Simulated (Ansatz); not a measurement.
# InSe (R3m) in Ansatz: notebook

One crystal, InSe, is run at these levels: PBEsol; tasks: single point.

Program: Ansatz 0.2.0. These are calculated values, not measurements. Logs are shortened: lines on timing, memory, paths and dates and some standing lists are left out, and cuts for length are marked.

### Step 1. The crystal as given

The structure is trigonal, space group R3m (No. 160). The conventional cell has a = 4.000 Å, b = 4.000 Å, c = 25.320 Å, α = 90.00°, β = 90.00°, γ = 120.00°. In (site symmetry 3m) has 3 Se at 2.63 Å and 1 In at 2.82 Å as nearest neighbours. In (site symmetry 3m) is surrounded by 3 Se at 2.64 Å and 1 In at 2.82 Å. Around Se (site symmetry 3m) lie 3 In at 2.63 Å. Se (site symmetry 3m) has 3 In at 2.64 Å as nearest neighbours.

### Step 2. Single point, PBEsol, 27.48 Å³/atom (volume scaled by 0.94)

Input file input.yaml:

```yaml
crystal:
  lattice:
    - [1.9591722174, 1.1311286071, 8.2677067576]
    - [-1.9591722174, 1.1311286071, 8.2677067576]
    - [0.0, -2.2622572143, 8.2677067576]
  atoms:
    - { symbol: In, position: [0.8886, 0.8886, 0.8886] }
    - { symbol: In, position: [0.0, 0.0, 0.0] }
    - { symbol: Se, position: [0.1719, 0.1719, 0.1719] }
    - { symbol: Se, position: [0.3835, 0.3835, 0.3835] }
kpoints:
  mp_grid: { grid: [8, 8, 8] }
scf:
  occupations: { method: fermi_dirac, width: 0.05 }
hamiltonian:
  xc: pbesol
  pseudopotentials: { kind: all_electron, lapw: { basis_error: 0.001 } }
output:
  forces: true
  stress: true
  eigenvalues: true
```

Potentials or basis: all-electron LAPW, scalar-relativistic.

Command:

```
> ansatz run input.yaml --threads 2 --pin off --max-ram 8192MiB --backend cpu --events-out ev --progress --plain --runs-dir out
```

Output:

```text
Warning: RAYON_NUM_THREADS=2 ignored (pool sized by the plan → 2); use --threads N
LAPW: plane waves up to 8.689 Å⁻¹, error target 1.0e-3 eV per atom; small_component_spin mean_spin; Se in spheres of 1.242 Å, 24 of its electrons in bands, Dirac shells []; In in spheres of 1.339 Å, 21 of its electrons in bands, Dirac shells [] (how accurate: hamiltonian.pseudopotentials.lapw.basis_error, Limitations)
Engine: ansatz 0.2.0, x86_64-unknown-linux-gnu
Pseudopotentials: kind: all_electron
Pseudopotential: In, LAPW, valence charge 21, lapw/all_electron/scalar/gaussian/In, Koelling and Harmon's equation, gaussian nucleus
Pseudopotential: Se, LAPW, valence charge 24, lapw/all_electron/scalar/gaussian/Se, Koelling and Harmon's equation, gaussian nucleus
Functional definition: PBEsol
  exchange = pbesol_x
  correlation = pbesol_c
Crystal: 4 atoms, lattice volume = 109.931 Å³
Basis set: ecut = 287.6654697218079 eV, 1223 PW (Γ), FFT grids on a1−a3, a2−a3, a3, exchange–correlation at level 2
Bands: 54, of which v1, the nominal top of the filled ones, is band 45 counted from 1 (44 counted from 0)
Symmetry: 6 space group operations
Space group: R3m (ITA 160), of the structure as read, at distance tolerance 4.8e-5 Å
k-points: 65 of 512 (time reversal used)
Non-local potential: In, projectors of the file, none
Non-local potential: Se, projectors of the file, none
Initial density: superposition of atomic densities (chi_scale 0.1, normalization cell, long waves 29 % of neutral atoms (reshape's long-wave potential 1.29 eV rms, cloud 2.62 Å wide))
Initial wavefunctions: plane waves of lowest kinetic energy (no species holds an atomic orbital)
Functional: x = pbesol(κ = 0.804, μ = 0.12345679012345678), c = pbesol(β = 0.046)
iter 1 solved again at ethr=1.48e-3 eV; its pass at ethr=1.00e-1 eV (dr2=1.33e0 eV) is discarded
SCF iter   1: F=—  HF=-452111.013471 eV  |F-HF|=—  |Δ(HF+E_count)|=         —  Δρ=2.56e-2  dr2=1.33e0  ethr=1.48e-3  ⟨swp⟩=2.0  Hψ=22261  notcnv=0
preconditioner: auto → Resta (q_TF=auto, 2.639 Å⁻¹)  ε∞=3.1  [insulator: Δε(μ)=0.729 eV  Ē_g=15.065 eV  σ=0.050 eV  W_gap=1.00  n_scr=36 (ndim 8)  ℏωp=21.8 eV  f_vac=0.127  D(μ)=0.00/eV (n_scr^D=0)  ε∞_Penn≈3.1]
SCF iter   2: F=—  HF=-452110.631932 eV  |F-HF|=—  |Δ(HF+E_count)|=   3.82e-1  Δρ=1.20e-2  dr2=2.35e-1  ethr=1.48e-3  ⟨swp⟩=2.9  Hψ=10860  notcnv=0
SCF iter   3: F=—  HF=-452110.588874 eV  |F-HF|=—  |Δ(HF+E_count)|=   4.31e-2  Δρ=6.32e-3  dr2=6.65e-2  ethr=2.62e-4  ⟨swp⟩=2.0  Hψ=10667  notcnv=0
iter 4 solved again at ethr=3.52e-6 eV; its pass at ethr=7.39e-5 eV (dr2=3.17e-3 eV) is discarded
SCF iter   4: F=—  HF=-452110.580611 eV  |F-HF|=—  |Δ(HF+E_count)|=         —  Δρ=1.22e-3  dr2=3.16e-3  ethr=3.52e-6  ⟨swp⟩=2.0  Hψ=17359  notcnv=0
the basis was enlarged: its passes take 470.1 KiB over the memory plan, 2 of 2 planned eigensolver slots
SCF iter   5: F=—  HF=-452110.580371 eV  |F-HF|=—  |Δ(HF+E_count)|=   2.40e-4  Δρ=3.71e-4  dr2=2.47e-4  ethr=3.51e-6  ⟨swp⟩=2.0  Hψ=10145  notcnv=0
SCF iter   6: F=—  HF=-452110.580464 eV  |F-HF|=—  |Δ(HF+E_count)|=   9.22e-5  Δρ=1.63e-4  dr2=3.86e-5  ethr=2.75e-7  ⟨swp⟩=3.0  Hψ=10371  notcnv=0
SCF iter   7: F=—  HF=-452110.580509 eV  |F-HF|=—  |Δ(HF+E_count)|=   4.55e-5  Δρ=6.38e-5  dr2=7.88e-6  ethr=4.29e-8  ⟨swp⟩=3.0  Hψ=10524  notcnv=0
SCF iter   8: F=—  HF=-452110.580516 eV  |F-HF|=—  |Δ(HF+E_count)|=   7.10e-6  Δρ=1.81e-5  dr2=6.45e-7  ethr=8.75e-9  ⟨swp⟩=3.0  Hψ=10634  notcnv=0
SCF iter   9: F=—  HF=-452110.580517 eV  |F-HF|=—  |Δ(HF+E_count)|=   1.22e-6  Δρ=6.55e-6  dr2=7.55e-8  ethr=7.17e-10  ⟨swp⟩=3.0  Hψ=10667  notcnv=0
SCF iter  10: F=-452110.580517 eV  HF=-452110.580517 eV  |F-HF|=2.50e-8  |Δ(HF+E_count)|=   2.45e-8  Δρ=3.46e-6  dr2=1.88e-8  ethr=8.39e-11  ⟨swp⟩=3.0  Hψ=10516  notcnv=0
SCF 1 converged in 10 iterations: F = -452110.580517 eV  dr2 = 1.88e-8
SCF converged after 10 iterations
Free energy (F): -452110.580517 eV
Harris-Foulkes:  -452110.580517 eV  (|F-HF|=2.50e-8)
Internal energy: -452110.580499 eV  (E = F + TS)
E sigma→0 (E₀):  -452110.580508 eV
Entropy (-TS):   -0.000019 eV (-0.005 meV/atom)
Fermi energy:    10.093622 eV
--- Per-component energies (eV) ---
  E_band       = -4403.171262
  E_kinetic    = 471085.307415
  E_xc         = -13261.220745
  E_electrostatic = -909934.667169  (all electrons and nuclei)
  E_smearing   = -0.000019  (= −TS)
  E_closure    = 0.000000  (closes the sum)
  E_atoms      = -452095.124779  (free atoms, spherical and without spin; not in F)
  Σ components = -452110.580517   (vs F -452110.580517, Δ=0.00e0)
  Basis errors (estimates in eV, not in F): energy 4.6e-4 per atom: plane waves 4.2e-4 (2.4e-4 summed), levels above the bands 2.1e-71, relativity 4.4e-8, radial functions 4.0e-5, core shells 4.9e-7; eigenvalues (radial functions only) 1.0e-6; not estimated: angular momenta, meshes, grids; target (lapw.basis_error) 1.0e-3; muffin-tin radii Se 1.242 Å, In 1.339 Å
--- Forces (eV/Å), atoms counted from 1 ---
  atom   1  In     0.00000000    -0.00000000     0.57120402
  atom   2  In     0.00000000     0.00000000    -0.55499465
  atom   3  Se     0.00000000     0.00000000    -0.59938226
  atom   4  Se     0.00000000    -0.00000000     0.58317649
  max |Σ_I F_I| component: 3.59e-6 eV/Å
--- Stress (GPa, compression-positive) ---
        4.319639       0.000000       0.000000
        0.000000       4.319639       0.000000
        0.000000       0.000000       2.875093
  P = ⅓ Tr σ = 3.8381 GPa (38.381 kbar)
--- Band table (eV; the first three rows and the last of 65) ---
  k-point 0: bands = ["-197.6940", "-197.6882", "-137.3703", "-137.3703", "-137.3637", "-137.3637", "-137.3358", "-137.3315", "-105.4715", "-105.4673", "-64.0111", "-64.0111", "-64.0068", "-64.0068", "-63.9885", "-63.9610", "-37.8162", "-37.8162", "-37.8093", "-37.8093", "-37.7876", "-37.7876", "-37.7823", "-37.7823", "-37.7765", "-37.7718", "-5.0824", "-4.8719", "-4.8719", "-4.7828", "-4.7828", "-4.7519", "-4.7519", "-4.6280", "-4.5604", "-4.5604", "-4.1339", "-3.6229", "3.1786", "6.3164", "8.1300", "8.4459", "8.4459", "8.5475", "8.5475", "11.6178", "11.9555", "14.2593", "14.2593", "15.0435", "15.3479", "15.3479", "17.4733", "18.3991"]
  k-point 1: bands = ["-197.6940", "-197.6882", "-137.3703", "-137.3703", "-137.3637", "-137.3637", "-137.3358", "-137.3315", "-105.4715", "-105.4673", "-64.0112", "-64.0112", "-64.0068", "-64.0068", "-63.9885", "-63.9610", "-37.8162", "-37.8161", "-37.8093", "-37.8092", "-37.7876", "-37.7876", "-37.7823", "-37.7823", "-37.7765", "-37.7717", "-5.0985", "-4.9496", "-4.8956", "-4.8676", "-4.7689", "-4.7576", "-4.7431", "-4.6159", "-4.5619", "-4.5120", "-3.9092", "-3.4530", "3.3108", "6.0143", "7.3542", "7.9981", "8.2239", "8.3628", "8.5791", "12.0310", "12.6630", "13.5506", "14.4376", "14.6205", "15.3761", "15.7433", "16.9044", "18.3717"]
  k-point 2: bands = ["-197.6940", "-197.6882", "-137.3703", "-137.3703", "-137.3637", "-137.3637", "-137.3358", "-137.3315", "-105.4715", "-105.4673", "-64.0114", "-64.0112", "-64.0070", "-64.0068", "-63.9884", "-63.9610", "-37.8162", "-37.8160", "-37.8093", "-37.8091", "-37.7877", "-37.7876", "-37.7824", "-37.7823", "-37.7764", "-37.7717", "-5.1887", "-5.0541", "-4.9957", "-4.8624", "-4.7714", "-4.7359", "-4.7160", "-4.6250", "-4.5648", "-4.4440", "-3.4137", "-3.0394", "3.5597", "5.1329", "6.0295", "7.6208", "7.7879", "7.9385", "8.7123", "11.7815", "12.1534", "13.7837", "14.1532", "14.6907", "16.2537", "16.3711", "16.6216", "17.7315"]
  k-point 64: bands = ["-197.6940", "-197.6882", "-137.3703", "-137.3703", "-137.3637", "-137.3637", "-137.3358", "-137.3315", "-105.4715", "-105.4673", "-64.0111", "-64.0111", "-64.0068", "-64.0068", "-63.9885", "-63.9610", "-37.8162", "-37.8162", "-37.8093", "-37.8093", "-37.7876", "-37.7876", "-37.7823", "-37.7823", "-37.7765", "-37.7718", "-5.0803", "-4.8722", "-4.8722", "-4.7826", "-4.7826", "-4.7520", "-4.7520", "-4.6599", "-4.5603", "-4.5603", "-3.8997", "-3.8498", "3.6123", "5.2153", "8.3682", "8.3682", "8.6330", "8.6330", "9.8244", "10.3406", "11.9682", "14.1630", "14.1630", "15.4927", "15.4927", "15.5246", "17.9118", "18.6774"]
```

Run time: 91 s. Hardware: 2 threads of AMD EPYC 7R43 (Zen 3), shared host; peak memory 0.83 GiB.

What came out:

```yaml
Free_energy: -452110.5805 eV
Pressure: 3.8 GPa
Largest_force: 0.599 eV/Å
Band_gap_on_the_k_mesh: 0.52 eV, direct
```

Caveat: spin-orbit coupling is left out, which moves the levels of the heavy elements.

### Step 3. Single point, PBEsol, 28.07 Å³/atom (volume scaled by 0.96)

Edit input.yaml of step 2 so:

```diff
@@ -2,5 +2,5 @@
   lattice:
-    - [1.9591722174, 1.1311286071, 8.2677067576]
-    - [-1.9591722174, 1.1311286071, 8.2677067576]
-    - [0.0, -2.2622572143, 8.2677067576]
+    - [1.9729696595, 1.139094564, 8.3259319629]
+    - [-1.9729696595, 1.139094564, 8.3259319629]
+    - [0.0, -2.278189128, 8.3259319629]
   atoms:
```

Potentials or basis: all-electron LAPW, scalar-relativistic.

Command:

```
> ansatz run input.yaml --threads 2 --pin off --max-ram 8192MiB --backend cpu --events-out ev --progress --plain --runs-dir out
```

It took 75 s on 2 threads of AMD EPYC 7R43 (Zen 3), shared host; peak memory 0.81 GiB.

Results (log left out):

- Free energy: -452110.6264 eV
- Pressure: 2.5 GPa
- Largest force: 0.475 eV/Å
- Band gap on the k mesh: 0.46 eV, direct

Caveat: spin-orbit coupling is left out, which moves the levels of the heavy elements.

### Step 4. Single point, PBEsol, 28.65 Å³/atom (volume scaled by 0.98)

Edit input.yaml of step 3 so:

```diff
@@ -2,5 +2,5 @@
   lattice:
-    - [1.9729696595, 1.139094564, 8.3259319629]
-    - [-1.9729696595, 1.139094564, 8.3259319629]
-    - [0.0, -2.278189128, 8.3259319629]
+    - [1.9865767768, 1.1469506368, 8.3833539979]
+    - [-1.9865767768, 1.1469506368, 8.3833539979]
+    - [0.0, -2.2939012737, 8.3833539979]
   atoms:
```

Command:

```
> ansatz run input.yaml --threads 2 --pin off --max-ram 8192MiB --backend cpu --events-out ev --progress --plain --runs-dir out
```

Run time: 81 s. Hardware: 2 threads of AMD EPYC 7R43 (Zen 3), shared host; peak memory 0.81 GiB.

It converged, with:

| Quantity | Value |
| --- | --- |
| Free energy | -452110.6534 eV |
| Pressure | 1.3 GPa |
| Largest force | 0.385 eV/Å |
| Band gap on the k mesh | 0.40 eV, direct |

Caveat: spin-orbit coupling is left out, which moves the levels of the heavy elements.

### Step 5. Single point, PBEsol, 29.24 Å³/atom

Edit input.yaml of step 4 so:

```diff
@@ -2,5 +2,5 @@
   lattice:
-    - [1.9865767768, 1.1469506368, 8.3833539979]
-    - [-1.9865767768, 1.1469506368, 8.3833539979]
-    - [0.0, -2.2939012737, 8.3833539979]
+    - [2.0, 1.1547005384, 8.44]
+    - [-2.0, 1.1547005384, 8.44]
+    - [0.0, -2.3094010768, 8.44]
   atoms:
```

Command:

```
> ansatz run input.yaml --threads 2 --pin off --max-ram 8192MiB --backend cpu --events-out ev --progress --plain --runs-dir out
```

Run time: 77 s. Hardware: 2 threads of AMD EPYC 7R43 (Zen 3), shared host; peak memory 0.81 GiB.

The run converged. Its results:

- Free energy: -452110.6638 eV
- Pressure: 0.2 GPa
- Largest force: 0.300 eV/Å
- Band gap on the k mesh: 0.35 eV, direct

Caveat: spin-orbit coupling is left out, which moves the levels of the heavy elements.

### Step 6. Single point, PBEsol, 29.82 Å³/atom (volume scaled by 1.02)

Edit input.yaml of step 5 so:

```diff
@@ -2,5 +2,5 @@
   lattice:
-    - [2.0, 1.1547005384, 8.44]
-    - [-2.0, 1.1547005384, 8.44]
-    - [0.0, -2.3094010768, 8.44]
+    - [2.0132454191, 1.1623477847, 8.4958956687]
+    - [-2.0132454191, 1.1623477847, 8.4958956687]
+    - [0.0, -2.3246955694, 8.4958956687]
   atoms:
```

Potentials or basis: all-electron LAPW, scalar-relativistic.

Command:

```
> ansatz run input.yaml --threads 2 --pin off --max-ram 8192MiB --backend cpu --events-out ev --progress --plain --runs-dir out
```

It took 79 s on 2 threads of AMD EPYC 7R43 (Zen 3), shared host; peak memory 0.81 GiB.

Results (log left out):

| Property | Result |
| --- | --- |
| Free energy | -452110.6591 eV |
| Pressure | -0.8 GPa |
| Largest force | 0.221 eV/Å |
| Band gap on the k mesh | 0.30 eV, direct |

Caveat: spin-orbit coupling is left out, which moves the levels of the heavy elements.

### Step 7. Single point, PBEsol, 30.41 Å³/atom (volume scaled by 1.04)

Edit input.yaml of step 6 so:

```diff
@@ -2,5 +2,5 @@
   lattice:
-    - [2.0132454191, 1.1623477847, 8.4958956687]
-    - [-2.0132454191, 1.1623477847, 8.4958956687]
-    - [0.0, -2.3246955694, 8.4958956687]
+    - [2.0263188076, 1.1698957091, 8.5510653682]
+    - [-2.0263188076, 1.1698957091, 8.5510653682]
+    - [0.0, -2.3397914182, 8.5510653682]
   atoms:
```

Command:

```
> ansatz run input.yaml --threads 2 --pin off --max-ram 8192MiB --backend cpu --events-out ev --progress --plain --runs-dir out
```

It took 79 s on 2 threads of AMD EPYC 7R43 (Zen 3), shared host; peak memory 0.81 GiB.

It converged, with:

```yaml
Free_energy: -452110.6412 eV
Pressure: -1.6 GPa
Largest_force: 0.212 eV/Å
Band_gap_on_the_k_mesh: 0.25 eV, direct
```

Caveat: spin-orbit coupling is left out, which moves the levels of the heavy elements.

### Step 8. Single point, PBEsol, 30.99 Å³/atom (volume scaled by 1.06)

Edit input.yaml of step 7 so:

```diff
@@ -2,5 +2,5 @@
   lattice:
-    - [2.0263188076, 1.1698957091, 8.5510653682]
-    - [-2.0263188076, 1.1698957091, 8.5510653682]
-    - [0.0, -2.3397914182, 8.5510653682]
+    - [2.0392256448, 1.177347475, 8.6055322212]
+    - [-2.0392256448, 1.177347475, 8.6055322212]
+    - [0.0, -2.35469495, 8.6055322212]
   atoms:
```

Command:

```
> ansatz run input.yaml --threads 2 --pin off --max-ram 8192MiB --backend cpu --events-out ev --progress --plain --runs-dir out
```

Wall time 78 s (2 threads of AMD EPYC 7R43 (Zen 3), shared host); peak memory 0.79 GiB.

Results (log left out):

| Quantity | Value |
| --- | --- |
| Free energy | -452110.6114 eV |
| Pressure | -2.4 GPa |
| Largest force | 0.337 eV/Å |
| Band gap on the k mesh | 0.21 eV, direct |

Caveat: spin-orbit coupling is left out, which moves the levels of the heavy elements.

### Step 9. For comparison

An earlier run on the cell as given: functional PBEsol; potentials or basis all-electron LAPW, scalar-relativistic; cutoff 273 eV (chosen from the basis error); basis error allowed 0.001 eV/atom; k mesh 8 × 8 × 8; occupations fermi-dirac, width 0.05 eV; no spin polarisation.

- Pressure: 0.2 GPa
- Largest force: 0.300 eV/Å
- Band gap on the k mesh: 0.35 eV, direct
- Loewdin charges: In +0.17; Se -0.11, -0.12 e
